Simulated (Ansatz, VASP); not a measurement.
## AlN: VASP beside Ansatz

The input INCAR:

```
ALGO     = Normal         # electronic algorithm
EDIFF    = 1E-7           # SCF threshold, eV
ENCUT    = 520            # plane-wave cutoff, eV
GGA      = PE             # functional
ISIF     = 2              # what is computed and relaxed
ISMEAR   = -1             # smearing method
LASPH    = True           # aspherical terms in the spheres
LCHARG   = False          # write CHGCAR
LREAL    = False          # projectors in reciprocal space
LWAVE    = False          # write WAVECAR
NBANDS   = 11             # bands
NELM     = 100            # most SCF steps
PREC     = Accurate       # precision mode
SIGMA    = 0.02           # smearing width, eV
```

Contents of KPOINTS:

```
k-points
0
Gamma
  10 10 10
```

Contents of POSCAR:

```
AlN
1.0
    0.0000000000      2.1248590388      2.1248590388
    2.1248590388      0.0000000000      2.1248590388
    2.1248590388      2.1248590388      0.0000000000
Al N
1 1
Direct
    0.0000000000      0.0000000000      0.0000000000
    0.5000000000      0.5000000000      0.5000000000
```

Input for Ansatz:

```yaml
crystal:
  lattice:
    - [0.0, 2.1248590388, 2.1248590388]
    - [2.1248590388, 0.0, 2.1248590388]
    - [2.1248590388, 2.1248590388, 0.0]
  atoms:
    - { symbol: Al, position: [0.0, 0.0, 0.0] }
    - { symbol: "N", position: [0.5, 0.5, 0.5] }
kpoints:
  mp_grid: { grid: [10, 10, 10] }
  band_path:
    path:
      - [0.0, 0.0, 0.0]
      - [0.5, 0.0, 0.5]
      - [0.625, 0.25, 0.625]
      - [0.375, 0.375, 0.75]
      - [0.5, 0.5, 0.5]
      - [0.5, 0.25, 0.75]
    npoints: 1
hamiltonian:
  xc: pbe
scf:
  occupations: { method: fermi_dirac, width: 0.02 }
  n_extra_bands: 4
output:
  forces: true
  stress: true
  eigenvalues: true
```

Change from the starting cell: hydrostatic strain +5.2%.

Alike in both runs: task single point; functional PBE; k mesh 10 × 10 × 10; occupations fermi-dirac, width 0.02 eV; no spin polarisation.

|  | VASP | Ansatz |
| --- | --- | --- |
| version | VASP 6.6.1 | Ansatz 0.2.0 |
| potentials or method | VASP PAW PBE potentials, release 64 (Al, N) | plane waves, PAW |
| plane-wave cutoff (eV) | 520 | 420 |
| valence electrons in the cell | 8 | 8 |

```csv
,VASP,Ansatz,Ansatz less VASP
gap on the k mesh at the Fermi level (eV),3.26,3.27,+0.017
pressure (GPa),-25.2,-25.0,+0.18
```

Caveats: so large a pressure means that the cell lies far from this level's equilibrium, or that cutoff or potentials fall short (VASP). A k mesh can miss the band edges.
